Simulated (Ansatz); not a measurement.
# TiO2 (Rutile, P4_2/mnm): from the cell to its phonons

Wanted: phonon frequencies of TiO2 (Rutile, P4_2/mnm) and what follows from them.

Calculated with Ansatz 0.2.0; DFT LDA, scalar-relativistic, plane waves, PAW.

Experimental background.

“Phonon quarticity induced by changes in phonon-tracked hybridization during lattice expansion and its stabilization of rutile TiO2” (2015, arxiv:1502.04667) quotes from earlier work for TiO2, rutile (rutile TiO2, 300 K): lattice constant a (a at 300 K) 4.592 Å [source and technique of the experimental lattice data not stated]; lattice constant c (c at 300 K) 2.958 Å [source and technique of the experimental lattice data not stated].

For TiO2, rutile (literature value, 1.6 K), “Shallow Valence Band of Rutile GeO2 and P-type Doping” (2020, arxiv:2011.08928) quotes earlier work: band gap (direct gap, E perpendicular to c) 3.03 eV [Literature value quoted in a comparison table; low-temperature optical edge, probably …].

“Sensitivity of Anatase and Rutile Phases of TiO2 to ion irradiation: Examination of the applicability of Coulomb Explosion and Thermal Spike Models” (2018, pmc:6079046) reports for TiO2, rutile, by Raman, 785 nm excitation (pristine sintered pellet): Raman mode (B1g) 148 cm⁻¹ [rutile made by converting anatase; line nearly coincides with the strong anatase Eg line …]; Raman mode (Eg) 447 cm⁻¹; Raman mode (A1g) 608 cm⁻¹.

Most raw output is cut from this account.

**1. The structure**

It takes space group P4_2/mnm (No. 136, tetragonal). The conventional cell has a = 4.592 Å, b = 4.592 Å, c = 2.957 Å, α = 90.00°, β = 90.00°, γ = 90.00°. Nearest to Ti lie 6 O at 1.95 to 1.98 Å. Nearest to O lie 3 Ti at 1.95 to 1.98 Å. Farther neighbours and most contacts between anions are not listed.

Coordinates:

```cif
data_structure
_symmetry_space_group_name_H-M 'P4_2/mnm'
_symmetry_Int_Tables_number 136
_cell_length_a 4.5922
_cell_length_b 4.5922
_cell_length_c 2.9574
_cell_angle_alpha 90.000
_cell_angle_beta 90.000
_cell_angle_gamma 90.000
_cell_volume 62.37
loop_
_atom_site_label
_atom_site_type_symbol
_atom_site_symmetry_multiplicity
_atom_site_Wyckoff_symbol
_atom_site_fract_x
_atom_site_fract_y
_atom_site_fract_z
_atom_site_occupancy
Ti1 Ti 2 a 0.00000 0.00000 0.00000 1
O1 O 4 f 0.30496 0.30496 0.00000 1
```

**2. Relaxation**

Harmonic phonons are second derivatives at a point where the forces vanish, and they are wanted at zero stress, so atoms and cell are relaxed first.

Contents of input.yaml:

```yaml
crystal:
  lattice:
    - [4.5922, 0.0, 0.0]
    - [0.0, 4.5922, 0.0]
    - [0.0, 0.0, 2.9574]
  atoms:
    - { symbol: Ti, position: [0.0, 0.0, 0.0] }
    - { symbol: Ti, position: [0.5, 0.5, 0.5] }
    - { symbol: O, position: [0.30496, 0.30496, 0.0] }
    - { symbol: O, position: [0.19504, 0.80496, 0.5] }
    - { symbol: O, position: [0.69504, 0.69504, 0.0] }
    - { symbol: O, position: [0.80496, 0.19504, 0.5] }
kpoints:
  mp_grid: { grid: [6, 6, 8] }
hamiltonian:
  xc: lda
scf:
  occupations: { method: gaussian, width: 0.02 }
output:
  forces: true
  stress: true
  eigenvalues: true
  write_density: true
  write_potential: true
  elf: true
  volumetric_format: npy
relax:
  adjacent_minimum: "off"
  f_tol: 0.005
  max_steps: 80
  cell: { stress_tol: 0.05 }
```

Launch:

```console
> ansatz run input.yaml --threads 4 --pin off --max-ram 7168MiB --backend cpu --events-out ev --progress --plain --runs-dir out
```

Run time: 29 s. Hardware: 4 threads of Arm Neoverse N1, shared host; peak memory 0.4 GiB.

Step by step:

```
step  energy less that of the first step (eV)  largest force component (eV/Å)  pressure (GPa)  volume (Å³)
   1                                   0.0000                          0.0232           -7.96        62.37
   2                                  -0.0571                          0.0228           -2.10        60.92
   3                                  -0.0639                          0.0161            0.16        60.39
   4                                  -0.0638                          0.0050            0.01        60.42
   5                                  -0.0638                          0.0000            0.00        60.41
  6*                                  -0.0531                          0.0002           -0.31        60.41
   7                                  -0.0536                          0.0000            0.00        60.34
  8*                                  -0.0530                          0.0000           -0.01        60.34
```

Relaxation steps marked * repeat the geometry before them on a plane-wave basis chosen anew for their cell, so energy and pressure can jump there.

The run keeps the 16 symmetry operations that it works with, so distortions that break them were not tested.

```
conventional cell, symmetrised  before  after  change
                         a (Å)   4.592  4.548  -1.0 %
                         b (Å)   4.592  4.548  -1.0 %
                         c (Å)   2.957  2.917  -1.4 %
              volume (Å³/atom)   10.39  10.06  -3.2 %
```

The relaxed structure:

```xyz
6
Lattice="4.5481 0.0000 0.0000 0.0000 4.5481 0.0000 0.0000 0.0000 2.9172" Properties=species:S:1:pos:R:3 pbc="T T T"
Ti    0.0000    0.0000    0.0000
Ti    2.2741    2.2741    1.4586
O     1.3825    1.3825    0.0000
O     0.8916    3.6565    1.4586
O     3.1657    3.1657    0.0000
O     3.6565    0.8916    1.4586
```

Numbers from this step:

- pressure: -0.01113 GPa
- gap on the k-mesh: 1.858 eV
- volume per atom: 10.06 Å³
- direct gap on mesh: 1.858 eV

Electrostatic potential energy in the ab plane at fractional z = 0.000, with atoms of Ti and O within 0.2 Å of it. With pseudopotentials it is smooth inside the atoms' cores, unlike the true potential.

Values in eV, 14 rows by 14 columns, each cell a mean:
```
-30 -27 -16   4  11  15  16  16  15  13  10  -3 -21 -29
-23 -18  -5   8  13  15  15  15  13   8   5   2 -10 -21
 -6  -1   6  11  14  15  15  14   0 -19 -21  -6   2  -3
  9  10  12  13  14  14  14   9 -18 -35 -36 -21   5  10
 13  14  14  14  14  13  12   8 -18 -35 -35 -19   8  13
 15  15  15  15  13  12  11  10  -2 -18 -18   0  13  15
 16  16  15  14  12  11  10  10  10   8   9  14  15  16
 16  15  13   2  -7  -2   8  10  11  12  14  15  15  16
 14  14   4 -24 -33 -28  -2  11  12  13  14  15  15  15
 11  11  -3 -31 -37 -33  -7  12  13  14  14  14  13  11
  3   5   1 -24 -31 -24   2  14  15  14  13  11   8   4
-18 -12   0   1  -3   4  13  15  15  14  12   6  -5 -16
-29 -24 -12   5  11  14  15  16  15  14  10  -1 -18 -27
-32 -29 -18   3  11  14  16  16  15  13   9  -6 -23 -30
```
Columns run along a (4.5 Å; values clipped at the 3rd and 97th percentile), rows up along b (4.5 Å). Atoms in or near the plane, at fractional coordinates: Ti at (0.00, 0.00), O at (0.30, 0.30), O at (0.70, 0.70).

ELF in the ab plane at fractional z = 0.000, with atoms of Ti and O within 0.2 Å of it. It is the smooth field of the valence electrons, not physical close to the nuclei.

Ten even steps from '_' (0.02) to '@' (0.80), each cell a mean:
```
--**==__________--==--::**++
**++::________--##@@%%==--**
::..________::##@@@@@@@@==::
____________--%%@@**++@@%%--
____________--%%@@****@@@@==
______........++@@@@@@@@##--
____--**##++::::++%%%%##--__
__--##@@@@@@**::..----::____
..**@@@@##%%@@++..__________
..++@@%%==##@@##..__________
__--%%@@%%@@@@**..__________
++==--%%@@@@##--________::==
++##==--++**--________..++**
__++++__....__________::**--
```
Columns run along a (4.5 Å), rows up along b (4.5 Å). Atoms in or near the plane, at fractional coordinates: Ti at (0.00, 0.00), O at (0.30, 0.30), O at (0.70, 0.70).

Valence density in the ab plane at fractional z = 0.000, with atoms of Ti and O within 0.2 Å of it. It is the smooth field of the valence electrons, not physical close to the nuclei.

Ten even steps from '_' (0.04 × 1e0 e/Å³) to '@' (9.64 × 1e0 e/Å³), each cell a mean:
```
%%++..__________________--##
--::____________________..--
________________..::--..____
________________::****--____
________________::****::____
________________..::::..____
____________________________
______......________________
____..--++==..______________
____..++##++..______________
____..--++--..______________
::..__......______________..
##==..__________________::++
@@##::__________________--%%
```
Columns run along a (4.5 Å), rows up along b (4.5 Å). Atoms in or near the plane, at fractional coordinates: Ti at (0.00, 0.00), O at (0.30, 0.30), O at (0.70, 0.70).

In this step the volume went from 10.39 to 10.06 Å³/atom.

**3. Tight relaxation**

Phonons need a cell at rest on their own settings, so the relaxation is repeated with tight tolerances on forces and stress, using the mesh and the filling of the phonon run that follows.

Contents of input.yaml:

```yaml
crystal:
  lattice:
    - [4.54813579, 0.0, 0.0]
    - [0.0, 4.54813579, 0.0]
    - [0.0, 0.0, 2.9171670661]
  atoms:
    - { symbol: Ti, position: [0.0, 0.0, 0.0] }
    - { symbol: Ti, position: [0.5, 0.5, 0.5] }
    - { symbol: O, position: [0.3039667324, 0.3039667324, 0.0] }
    - { symbol: O, position: [0.1960332676, 0.8039667324, 0.5] }
    - { symbol: O, position: [0.6960332676, 0.6960332676, 0.0] }
    - { symbol: O, position: [0.8039667324, 0.1960332676, 0.5] }
kpoints:
  mp_grid: { grid: [6, 6, 8] }
hamiltonian:
  xc: lda
scf:
  occupations: { method: fixed }
output:
  forces: true
  stress: true
  eigenvalues: true
relax:
  adjacent_minimum: "off"
  f_tol: 0.001
  max_steps: 60
  cell: { stress_tol: 0.01 }
```

Run time: 9.8 s. Hardware: 4 threads; peak memory 0.4 GiB; 29 s of CPU time.

Little changed from the start: no atom moved by 0.005 Å and no cell edge by 0.1 %.

Numbers from this step:

| Item | Value |
| --- | --- |
| pressure | -0.003639 GPa |

The largest force component left is 0.081 meV/Å and the pressure is -0.004 GPa, within the tolerances set. The cell now holds 10.06 Å³/atom.

**4. Zone-centre response**

The zone centre is the only wavevector solved here; it holds the modes that light can see, as far as symmetry allows. The response to a homogeneous field gives the Born charges and the dielectric tensor, and its change with displacement the Raman tensors.

Contents of input.yaml:

```yaml
crystal:
  lattice:
    - [4.5480791059, 0.0, 0.0]
    - [0.0, 4.5480791059, 0.0]
    - [0.0, 0.0, 2.9171520631]
  atoms:
    - { symbol: Ti, position: [0.0, 0.0, 0.0] }
    - { symbol: Ti, position: [0.5, 0.5, 0.5] }
    - { symbol: O, position: [0.3039664084, 0.3039664084, 0.0] }
    - { symbol: O, position: [0.1960335916, 0.8039664084, 0.5] }
    - { symbol: O, position: [0.6960335916, 0.6960335916, 0.0] }
    - { symbol: O, position: [0.8039664084, 0.1960335916, 0.5] }
kpoints:
  mp_grid: { grid: [6, 6, 8] }
hamiltonian:
  xc: lda
scf:
  occupations: { method: fixed }
output:
  eigenvalues: true
phonons:
  method: dfpt
  dielectric: true
  rigid_motions: translations
  raman: true
```

It took 15 min on 4 threads; peak memory 2.2 GiB; 54 min of CPU time.

This step gave:

- sum-rule residual before enforcement: 1.49e-5 eV/Å²
- miss of the charge sum rule: 0.003389 e
- estimated error of the dielectric tensor: 0.02462
- estimated error of the Born charges: 0.02492 e
- point group: 4/mmm
- highest optical mode at the zone centre (no LO-TO term): 817.4 cm⁻¹
- lowest optical zone-centre mode: 94.36 cm⁻¹
- mean high-frequency dielectric constant: 7.926
- largest Born charge (third of the trace): 6.760 e
- mean static dielectric constant: 261.3
- top of the zone-centre spectrum with the field: 817.4 cm⁻¹

Without the LO-TO term. Patterns of degenerate modes are one choice out of their space. Modes at Γ, with each element's share of the kinetic energy:

```csv
mode,frequency (cm⁻¹),symmetry,Ti %,O %
1,0.0,acoustic,60,40
2,0.0,acoustic,60,40
3,0.0,acoustic,60,40
4,94.4,B1u,99,1
5,116.9,A2u,40,60
6,126.7,Eu,43,57
7,126.7,Eu,43,57
8,137.1,B1g,0,100
9,381.0,Eu,49,51
10,381.0,Eu,49,51
11,389.6,B1u,1,99
12,419.6,A2g,0,100
13,463.0,Eg,0,100
14,463.0,Eg,0,100
15,485.9,Eu,48,52
16,485.9,Eu,48,52
17,609.2,A1g,0,100
18,817.4,B2g,0,100
```

Displacements in mode 4 (94.4 cm⁻¹), the largest set to 1:
```
Ti1  0.00  0.00 -1.00
Ti2  0.00  0.00  1.00
O3   0.00  0.00  0.10
O4   0.00  0.00 -0.10
O5   0.00  0.00  0.10
O6   0.00  0.00 -0.10
```

Displacements in mode 17 (609.2 cm⁻¹), the largest set to 1:
```
Ti1  0.00  0.00  0.00
Ti2  0.00  0.00  0.00
O3   1.00  1.00  0.00
O4  -1.00  1.00  0.00
O5  -1.00 -1.00  0.00
O6   1.00 -1.00  0.00
```

Optical modes at the zone centre, without and with the macroscopic field of the longitudinal modes; each column is sorted by frequency, so a row need not hold one and the same mode. Modes with and without the field, by row:

```csv
rank among optical modes,no field (cm⁻¹),"q along (1, 0, 0) (cm⁻¹)","q along (0, 0, 1) (cm⁻¹)"
1,94.4,94.4,94.4
2,116.9,116.9,126.7
3,126.7,126.7,126.7
4,126.7,137.1,137.1
5,137.1,355.2,381
6,381,381,381
7,381,389.6,389.6
8,389.6,419.6,419.6
9,419.6,437.4,463
10,463,463,463
11,463,463,485.9
12,485.9,485.9,485.9
13,485.9,609.2,609.2
14,609.2,791.8,759.2
15,817.4,817.4,817.4
```

Born charge (rows field, columns displacement) (e), principal values of the symmetric part by kind of site:

```
atom  atoms with these values    low  middle   high   mean
 Ti1                        2   5.32    7.32   7.64   6.76
  O3                        4  -4.96   -3.82  -1.36  -3.38
```

In full for Ti1:

```
6.32 1.00 0.00
1.00 6.32 0.00
0.00 0.00 7.64
```

High-frequency dielectric tensor:

```
7.47 0.00 0.00
0.00 7.47 0.00
0.00 0.00 8.83
```

Static dielectric tensor (ions relaxed, fixed cell):

```
205.7   0.0   0.0
  0.0 205.7   0.0
  0.0   0.0 372.4
```

Transverse modes. Infrared lines, with heights relative to the strongest:

| position (cm⁻¹) | label | relative intensity |
| --- | --- | --- |
| 94 | B1u | 0.0 |
| 117 | A2u | 80 |
| 127 | Eu | 100 |
| 137 | B1g | 0.0 |
| 381 | Eu | 8.6 |
| 390 | B1u | 0.0 |
| 420 | A2g | 0.0 |
| 463 | Eg | 0.0 |
| 486 | Eu | 23 |
| 609 | A1g | 0.0 |
| 817 | B2g | 0.0 |

Activity x (w_L - w)^4 (n + 1)/w, 532 nm, 300 K; the tensors are static ones, while 532 nm light lies above the computed direct gap, where resonance would change the heights; modes without the macroscopic field alone. Raman lines, with heights relative to the strongest:

```
position (cm⁻¹)  label  relative intensity
             94    B1u                 0.0
            117    A2u                 0.0
            127     Eu                 0.0
            137    B1g                 0.2
            381     Eu                 0.0
            390    B1u                 0.0
            420    A2g                 0.0
            463     Eg                  57
            486     Eu                 0.0
            609    A1g                 100
            817    B2g                 0.1
```

Before it was imposed, the acoustic sum rule was missed by 1.5e-5 eV/Å² and the charge sum rule by 0.0034 e. Small misses are needed for a sound result but don't prove that mesh and cutoff are converged. The lowest optical mode is real, 94.4 cm⁻¹.

**5. Isotope substitution, element O, natural mass 15.999 amu**

An isotope changes the mass and not the force constants, so no new electronic calculation is needed; the shifts show which modes move this element.

The same force constants with the mass of O changed from 15.999 to 17.999 u (phonopy, no LO-TO term). Both lists are sorted by frequency; levels can cross, so a row need not hold one and the same mode. Modes under 3 cm⁻¹ are left out. Isotope shifts, by row:

```csv
q,rank,natural mass (cm⁻¹),changed mass (cm⁻¹)
0 0 0,4,94.36,94.32
0 0 0,5,116.9,113
0 0 0,6,126.7,122.5
0 0 0,7,126.7,122.5
0 0 0,8,137.1,129.2
0 0 0,9,381,367.5
0 0 0,10,381,368.6
0 0 0,11,389.6,368.6
0 0 0,12,419.6,395.6
0 0 0,13,463,436.6
0 0 0,14,463,436.6
0 0 0,15,485.9,472.9
0 0 0,16,485.9,472.9
0 0 0,17,609.2,574.3
0 0 0,18,817.4,770.6
```

A mode of this element alone would shift by -5.72 %. The highest zone-centre frequency without the field goes from 817.4 to 770.6 cm⁻¹ (-5.7 %). The product of the frequency ratios over all optical modes at Γ is 0.531; the product rule, (m/m′)^(3k/2) (M′/M)^(3/2) with k = 4 such atoms and M the mass of the cell, gives 0.531.

**6. Isotope substitution, element Ti, natural mass 47.867 amu**

The same for Ti, from 47.87 to 49.94 u.

The same force constants with the mass of Ti changed from 47.867 to 49.945 u (phonopy, no LO-TO term). Both lists are sorted by frequency; levels can cross, so a row need not hold one and the same mode. Modes under 3 cm⁻¹ are left out. Isotope shifts, by row:

```csv
q,rank,natural mass (cm⁻¹),changed mass (cm⁻¹)
0 0 0,4,94.36,92.39
0 0 0,5,116.9,115.9
0 0 0,6,126.7,125.5
0 0 0,7,126.7,125.5
0 0 0,8,137.1,137.1
0 0 0,9,381,376.8
0 0 0,10,381,376.8
0 0 0,11,389.6,389.6
0 0 0,12,419.6,419.6
0 0 0,13,463,463
0 0 0,14,463,463
0 0 0,15,485.9,481.2
0 0 0,16,485.9,481.2
0 0 0,17,609.2,609.2
0 0 0,18,817.4,817.4
```

A mode of this element alone would shift by -2.10 %. The highest zone-centre frequency without the field goes from 817.4 to 817.4 cm⁻¹ (+0.0 %). The product of the frequency ratios over all optical modes at Γ is 0.915; the product rule, (m/m′)^(3k/2) (M′/M)^(3/2) with k = 2 such atoms and M the mass of the cell, gives 0.915.

**7. Outcome**

| Property | Result |
| --- | --- |
| space group after relaxation (within 0.01 Å) | P4_2/mnm |
| volume per atom | 10.1 Å³ |
| gap on the k-mesh | 1.86 eV |
| highest optical mode at the zone centre (no LO-TO term) | 817 cm⁻¹ |
| top of the zone-centre spectrum with the field | 817 cm⁻¹ |
| lowest optical zone-centre mode | 94.4 cm⁻¹ |
| mean high-frequency dielectric constant | 7.93 |
| mean static dielectric constant | 261 |
| largest Born charge (third of the trace) | 6.76 e |
| imaginary modes at Γ (the only wavevector solved) | none |

In words: The structure is stable against zone-centre distortions, since no mode there is imaginary; runs at other wavevectors are not part of this account. Without the field, the optical modes at Γ span 94 to 817 cm⁻¹. The dispersion is not part of this account. The highest mode in this list at Γ, 817.4 cm⁻¹, is mostly motion of O (100 % of the kinetic energy). The macroscopic field leaves the top of the zone-centre spectrum where it is. Lattice motion raises the mean dielectric constant from 7.926 to 261.3. The strongest infrared line is at 127 cm⁻¹. Averaged over orientations, the strongest Raman line at 532 nm and 300 K is at 609 cm⁻¹. The tensors are the static, non-resonant ones, while 532 nm light (2.33 eV) lies above the computed gap. These are harmonic frequencies at zero temperature: anharmonic shifts, linewidths and thermal expansion are left out.

Comparison with the measured values:

```
                  quantity  measured         LDA, PAW
    lattice constant a (Å)     4.592   4.548 (-1.0 %)
    lattice constant c (Å)     2.958   2.917 (-1.4 %)
band gap (direct gap) (eV)      3.03  1.86 (-1.17 eV)
    Raman mode, B1g (cm⁻¹)       148     137 (-7.4 %)
     Raman mode, Eg (cm⁻¹)       447     463 (+3.6 %)
    Raman mode, A1g (cm⁻¹)       608     609 (+0.2 %)
```

Measured values from arxiv:1502.04667 (2015), arxiv:2011.08928 (2020) and pmc:6079046 (2018).

Verdict: Measured modes were matched to the nearest mode of that symmetry; at LDA, PAW, 3 of them have a partner, and the computed frequencies miss them by 3.7 % on average (mean signed -1.2 %), which is fair agreement. The lattice constant a is off by -1.0 %: fair agreement. The lattice constant c is off by -1.4 %: fair agreement. The band gap is off by -1.17 eV: a clear miss. Local and semilocal functionals usually give gaps below the measured ones. An optical gap can lie under the band gap by the exciton's binding. Zero-point and thermal motion shift the measured gap. The grades are ours: good and fair within 0.7 and 1.5 % for the lattice constant a, 0.8 and 2 % for the lattice constant c and 3 and 7 % for the Raman mode. For lattice constants and Raman mode the calculation has a static lattice, without zero-point motion or thermal expansion (measured at up to 300 K).

[Logs are printed without paths, hosts, clocks, repeated set-up lines and the standing remarks that a program may print on its own settings, such as how far it seeks lower states.]

[Hosts, paths, dates, database ids (printed as entryN), source tags and the programs' standing remarks are cut or masked in the printed files.]
